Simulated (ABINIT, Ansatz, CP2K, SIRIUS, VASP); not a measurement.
One calculation of Hf, 5 ways

```xyz
1
Lattice="2.9138 0.0000 0.0000 0.0000 2.9138 0.0000 0.0000 0.0000 2.9138" Properties=species:S:1:pos:R:3 pbc="T T T"
Hf    1.4569    1.4569    1.4569
```

This isn't the form of Hf at room conditions, which is hcp.

Alike in all runs: task single point; functional PBE; k mesh 9 × 9 × 9; occupations fermi-dirac, width 0.05 eV; no spin polarisation; no spin-orbit coupling. Pressure is positive in compression and, in plane waves, holds the error of the finite cutoff, which Ansatz's Pulay term estimates and takes out.

```json
{"program and potentials": "Ansatz, Ansatz PAW (earlier soft set)", "plane-wave cutoff (eV)": "420", "notes": "26 valence electrons an atom on average; Pulay term of +0.03 GPa included", "pressure (GPa)": "0.11"}
{"program and potentials": "VASP, PBE PAW files Hf_pv, 520 eV", "plane-wave cutoff (eV)": "520", "notes": "10 valence electrons an atom on average", "pressure (GPa)": "-0.17"}
{"program and potentials": "ABINIT, JTH PAW PBE v2.0", "plane-wave cutoff (eV)": "517", "notes": "12 valence electrons an atom on average", "pressure (GPa)": "0.09"}
{"program and potentials": "SIRIUS, PseudoDojo 0.4.1 PBE standard (scalar relativistic)", "plane-wave cutoff (eV)": "807", "notes": "12 valence electrons an atom on average", "pressure (GPa)": "0.30"}
{"program and potentials": "CP2K, POTENTIAL_UZH Hf GTH-PBE-q12; TZVP-MOLOPT-PBE-GTH basis", "plane-wave cutoff (eV)": "-", "notes": "atomic basis; 12 valence electrons an atom on average", "pressure (GPa)": "0.44"}
```

The pressure spans -0.17 (VASP, PBE PAW files Hf_pv, 520 eV) to 0.44 GPa (CP2K, POTENTIAL_UZH Hf GTH-PBE-q12; TZVP-MOLOPT-PBE-GTH basis). Rows in atomic bases carry the error of their basis and grid, which can be large.

Differences between rows come from potentials, basis sets and numerical settings, since the functional is the same but for its coding. Runs on potential files found faulty are left out.
